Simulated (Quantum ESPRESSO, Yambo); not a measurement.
# InP (F-43m): G0W0 with Yambo, start to end, part 2 of 3

Aim: the G0W0 gap of InP (F-43m) on PBE, step by step.

Quantum ESPRESSO 7.5 and Yambo 5.3.0; PBE and many-body steps on it, plane waves. Known limits of the many-body steps: not at the basis limit; no spin-orbit coupling; coarse k mesh.

So far. Step 2 (Ground state): The gap is direct, at Γ. Step 3 (Bands along the symmetry lines): The gap is 0.708 eV, as in the run before at this level.

The database entry behind the starting cell differs from later determinations by our own check (0.1 to 0.3 % short, probably kX units), so it need not match the best structure at ambient conditions.

### Step 4. Empty states on the mesh, 4×4×4 mesh, 222 bands

Level of this step: DFT, PBE, plane waves, norm-conserving pseudopotentials (Quantum ESPRESSO).

The sums over transitions need many empty states on a uniform mesh; this step solves for them.

The input, pw.in:

```
&control
  calculation = 'nscf'
  prefix = 'x'
  outdir = 'o'
  pseudo_dir = 'pseudo'
/
&system
  ibrav = 0
  nat = 2
  ntyp = 2
  ecutwfc = 80.0
  nbnd = 222
  force_symmorphic = .true.
/
&electrons
  conv_thr = 1e-9
  electron_maxstep = 80
  diago_full_acc = .true.
  diago_thr_init = 5e-6
/
ATOMIC_SPECIES
  In 114.82 In.upf
  P 30.974 P.upf
CELL_PARAMETERS angstrom
  -0.0000000000 2.9305000000 2.9305000000
  2.9305000000 -0.0000000000 2.9305000000
  2.9305000000 2.9305000000 -0.0000000000
ATOMIC_POSITIONS crystal
  In 0.0000000000 0.0000000000 0.0000000000
  P 0.2500000000 0.2500000000 0.2500000000
K_POINTS automatic
  4 4 4 0 0 0
```

On the command line:

```sh
$ OMP_NUM_THREADS=1 mpirun -n 8 pw.x -nk 4 -in pw.in > pw.out
```

Log:

```text
[banner, memory and clock lines left out]
Program PWSCF v.7.5 starts

     Atomic positions and unit cell read from directory:
     o/x.save/

     Message from routine setup:
     using ibrav=0 with symmetry is DISCOURAGED, use correct ibrav instead

     bravais-lattice index     =            0
     lattice parameter (alat)  =       7.8317  a.u.
     unit-cell volume          =     339.6658 (a.u.)^3
     number of atoms/cell      =            2
     number of atomic types    =            2
     number of electrons       =        26.00
     number of Kohn-Sham states=          222
     kinetic-energy cutoff     =      80.0000  Ry
     charge density cutoff     =     320.0000  Ry
     Exchange-correlation= PBE
                           (   1   4   3   4   0   0   0)

     celldm(1)=   7.831692  celldm(2)=   0.000000  celldm(3)=   0.000000
     celldm(4)=   0.000000  celldm(5)=   0.000000  celldm(6)=   0.000000

     crystal axes: (cart. coord. in units of alat)
               a(1) = (  -0.000000   0.707107   0.707107 )
               a(2) = (   0.707107  -0.000000   0.707107 )
               a(3) = (   0.707107   0.707107  -0.000000 )

     reciprocal axes: (cart. coord. in units 2 pi/alat)
               b(1) = ( -0.707107  0.707107  0.707107 )
               b(2) = (  0.707107 -0.707107  0.707107 )
               b(3) = (  0.707107  0.707107 -0.707107 )
     Pseudo is Norm-conserving + core correction, Zval = 21.0
     Generated using ONCVPSP code by D. R. Hamann
     Using radial grid of 1964 points,  6 beta functions with:
     Pseudo is Norm-conserving + core correction, Zval =  5.0
     Generated using ONCVPSP code by D. R. Hamann
     Using radial grid of 1298 points,  6 beta functions with:
     In               21.00   114.82000     In( 1.00)
     P                 5.00    30.97400     P ( 1.00)

     24 Sym. Ops. (no inversion) found

   Cartesian axes

     site n.     atom                  positions (alat units)
         1        In     tau(   1) = (   0.0000000   0.0000000   0.0000000  )
         2        P      tau(   2) = (   0.3535534   0.3535534   0.3535534  )

     number of k points=     8
                       cart. coord. in units 2pi/alat
        k(    1) = (   0.0000000   0.0000000   0.0000000), wk =   0.0312500
        k(    2) = (   0.1767767   0.1767767  -0.1767767), wk =   0.2500000
        k(    3) = (  -0.3535534  -0.3535534   0.3535534), wk =   0.1250000
[...]
k(    7) = (  -0.7071068   0.0000000   0.0000000), wk =   0.0937500
        k(    8) = (  -0.7071068   0.3535534   0.0000000), wk =   0.1875000

     Dense  grid:    32743 G-vectors     FFT dimensions: (  45,  45,  45)

     The potential is recalculated from file :
     o/x.save/charge-density

     Starting wfcs are   17 randomized atomic wfcs +  205 random wfcs

     Band Structure Calculation

     End of band structure calculation

          k = 0.0000 0.0000 0.0000 (  4111 PWs)   bands (ev):

  -106.7152 -65.1925 -65.1925 -65.1925  -5.8886  -5.8886  -5.8886  -5.7380
    -5.7380  -3.2029   8.3155   8.3155   8.3155   9.0235  12.4042  12.4042
    12.4042  16.9072  17.7286  17.7286  19.5434  19.5434  19.5434  22.2387
[...]
[... 16 further rows ...]
[...]
150.4330 150.5549 150.5550 150.5550 150.8527 150.8528

          k = 0.1768 0.1768-0.1768 (  4089 PWs)   bands (ev):

[...]
[... 16 further rows ...]
[...]
147.7534 148.0362 148.0362 148.7316 149.0847 149.0847

          k =-0.3536-0.3536 0.3536 (  4092 PWs)   bands (ev):

[...]
64.6026  66.9414  66.9414  66.9954  67.2391  67.2391  68.3617  69.0360
     [... 16 further rows ...]
   141.7329 141.9411 142.9983 143.4929 143.4929 144.3525 144.3525 144.6040
   145.2008 145.2008 148.0498 148.0498 148.1311 148.4326

          k = 0.3536 0.0000 0.0000 (  4088 PWs)   bands (ev):

     [... further k-points ...]

     highest occupied, lowest unoccupied level (ev):     8.3155    9.0235

     XML data file, pseudopotentials, collected wavefunctions
```

The job ended after 13 s (8 MPI ranks of Arm Neoverse V1, shared host; peak memory 0.67 GiB).

This step gave:

```yaml
gap: 0.7080 eV
k_of_the_valence_top: 0, 0, 0
k_of_the_conduction_bottom: 0, 0, 0
least_direct_gap: 0.7080 eV
k_points_computed: 8
lowest_point_of_the_top_converged_band_above_the_valence_top: 139.2771 eV
```

On this mesh the gap is 0.708 eV.

### Step 5. Conversion and set-up

This step: Yambo 5.3.0; conversion and set-up on PBE, plane waves, norm-conserving pseudopotentials.

The states are converted to the many-body program's format and the q mesh is built.

On the command line:

```sh
$ (cd o/x.save; p2y > p2y.log; mv SAVE ../..); yambo > setup.log
```

Log:

```text
 Yambo, version 5.3.0

 [02] CORE Variables Setup
 =========================

  [02.01] Unit cells
  ==================

  Cell kind             :  FCC
  Atoms in the cell     :  In  P
  number of In atoms    :  1
  number of P  atoms    :  1

  List of atomic masses
  Mass of In    :  114.8200
  Mass of P     :  30.97400

  List of atomic coordinates    : [cc]
  In1       :  0.000000  0.000000  0.000000  order 1
  P1       :  2.768921  2.768921  2.768921  order 2

  Alat factors          :  5.537842  5.537842  5.537842 [a.u.]
  Direct lattice volume :  339.6658 [a.u.]
  Direct lattice vectors:  A[ 1 ]  A[ 2 ]  A[ 3 ]
   A[ 1 ]: -0.000000  1.000000  1.000000  [iru]
  -0.000000  5.537842  5.537842  [cc]
   A[ 2 ]:  1.000000 -0.000000  1.000000  [iru]
   5.537842 -0.000000  5.537842  [cc]
   A[ 3 ]:  1.000000  1.000000 -0.000000  [iru]
   5.537842  5.537842 -0.000000  [cc]

  Recip. lattice volume :  0.730277 [a.u.]
  Recip. lattice vectors:  B[ 1 ]  B[ 2 ]  B[ 3 ]
   B[ 1 ]: -0.500000  0.500000  0.500000  [iku]
  -0.567295  0.567295  0.567295  [cc]
   B[ 2 ]:  0.500000 -0.500000  0.500000  [iku]
   0.567295 -0.567295  0.567295  [cc]
   B[ 3 ]:  0.500000  0.500000 -0.500000  [iku]
   0.567295  0.567295 -0.567295  [cc]

  [02.02] Symmetries
  ==================

  Inversion symmetry    : yes
  Spatial inversion     : no
  Inversion index       :  25
  K-space Time-reversal : yes
  Magnetic symmetries   : no
  Time-reversal derived K-space symmetries:   25   48
  Group table correct   : yes
  Symmetries units      :  [cc]

   [S  1]:   1.0000      0.21494E-16  0.21494E-16  0.21494E-16   1.0000     -0.21494E-16 -0.21494E-16 -0.21494E-16   1.0000
   [S  2]:  -1.0000     -0.21494E-16  0.21494E-16 -0.21494E-16  -1.0000     -0.21494E-16  0.21494E-16  0.21494E-16   1.0000
   [S  3]:  -1.0000      0.21494E-16 -0.21494E-16 -0.21494E-16   1.0000      0.21494E-16  0.21494E-16 -0.21494E-16  -1.0000
[...]
[S  9]:  0.21494E-16   1.0000      0.21494E-16 -0.21494E-16  0.21494E-16   1.0000       1.0000     -0.21494E-16 -0.21494E-16
   [S 10]:  0.21494E-16  -1.0000     -0.21494E-16 -0.21494E-16 -0.21494E-16  -1.0000       1.0000      0.21494E-16  0.21494E-16
     [... 36 further rows ...]
   [S*47]:   1.0000      0.21494E-16 -0.21494E-16  0.21494E-16 -0.21494E-16  -1.0000     -0.21494E-16   1.0000      0.21494E-16
   [S*48]:   1.0000     -0.21494E-16  0.21494E-16  0.21494E-16  0.21494E-16   1.0000     -0.21494E-16  -1.0000     -0.21494E-16

  [02.03] Reciprocal space
  ========================

  nG shells         :   333
  nG charge         :   32743
  nG WFs            :   4987
  nC WFs            :   4128
  G-vecs. in first 33 shells:  [ Number ]
     1    9   15   27   51   59   65   89  113
    137   169   181   229   259   283   307   331   339
    387   411   459   531   537   561   609   645   701
    725   749   821   869   893   941
  ...
[...]
K/Q-points units:
  rlu = crystal or reduced units; cc = cartesian coordinates; iku = interal k-units

  K [1]          [rlu]:  0.000000  0.000000  0.000000
         WF components:   4111
  K [2]          [rlu]:  0.52668E-17  0.52668E-17  0.25000
         WF components:   4089
  K [3]          [rlu]: -0.10534E-16 -0.10534E-16 -0.50000
         WF components:   4092
  K [4]          [rlu]:  0.87374E-19  0.25000      0.25000
         WF components:   4088
  K [5]          [rlu]:  0.86628E-17  0.25000     -0.50000
         WF components:   4097
  [... 2 further k-points ...]
  K [8]          [rlu]:  0.250000 -0.500000 -0.250000
         WF components:   4128

  [02.05] Energies & Occupations
  ==============================

  [X] === General ===
  [X] Electronic Temperature                        :  0.000000  0.000000 [eV K]
  [X] Bosonic    Temperature                        :  0.000000  0.000000 [eV K]
  [X] Finite Temperature mode                       : no
  [X] El. density                                   :  0.51656E+24 [cm-3]
  [X] Fermi Level                                   :  8.315509 [eV]

  [X] === Gaps and Widths ===
  [X] Conduction Band Min                           :  0.707977 [eV]
  [X] Valence Band Max                              :  0.000000 [eV]
  [X] Filled Bands                                  :  13
  [X] Empty Bands                                   :   14  222
  [X] Direct Gap                                    :  0.707977 [eV]
  [X] Direct Gap localized at k                     :  1
  [X] Indirect Gap                                  :  0.707977 [eV]
  [X] Indirect Gap between kpts                     :  1  1
  [X] Last valence band width                       :  2.910393 [eV]
  [X] 1st conduction band width                     :  3.584950 [eV]

  E @ K [1]:  [eV]
  -115.0307  -73.5080  -73.5080  -73.5080  -14.2041  -14.2041  -14.2041  -14.0535
   -14.0535     -11.5184    -0.153546E-8 -0.152516E-8   0.00000     0.707977      4.08873      4.08873
    4.08873   8.59168   9.41311   9.41311  11.22791  11.22791  11.22791  13.92323
[...]
occ @ K [1]
[...]
E @ K [2]:  [eV]
[...]
occ @ K [2]
[...]
E @ K [3]:  [eV]
[...]
occ @ K [3]
[...]
E @ K [4]:  [eV]
[...]
occ @ K [4]
[...]
E @ K [5]:  [eV]
[...]
occ @ K [5]
[...]
[... 2 further k-points ...]
  E @ K [8]:  [eV]
[...]
occ @ K [8]
[...]
0.000000  0.000000  0.000000  0.000000  0.000000  0.000000  0.000000  0.000000
   0.000000  0.000000  0.000000  0.000000  0.000000  0.000000  0.000000  0.000000

 [03] Transferred momenta grid and indexing
 ==========================================

 IBZ Q-points                                      :   8
 BZ  Q-points                                      :   64

 K/Q-points units:
 rlu = crystal or reduced units; cc = cartesian coordinates; iku = interal k-units

 Q [1]          [rlu]:  0.000000  0.000000  0.000000
 Q [2]          [rlu]:  0.54193E-16  0.26437E-16  0.25000
 Q [3]          [rlu]: -0.10839E-15 -0.52875E-16 -0.50000
[...]
Q [7]          [rlu]: -0.17475E-18 -0.50000     -0.50000
 Q [8]          [rlu]:  0.250000 -0.500000 -0.250000

  [03.01] X indexes
  =================

   [03.01.01] Sigma indexes
   ========================

 [06] Game Over & Game summary
```

The job ended after 2.8 s (1 MPI rank; peak memory 0.25 GiB).

(Part 2 of 3 ends here.)

[Paths, hosts, dates, memory and timing lines, banners, echoed tables and standing remarks are left out of the program output.]

[Logs are printed without paths, hosts, clocks, repeated set-up lines and the standing remarks that a program may print on its own settings, such as how far it seeks lower states.]

[Runs of the session that timed out or met a known fault of the program may be left out.]

[Hosts, paths, dates, database ids (printed as entryN), source tags and the programs' standing remarks are cut or masked in the printed files.]
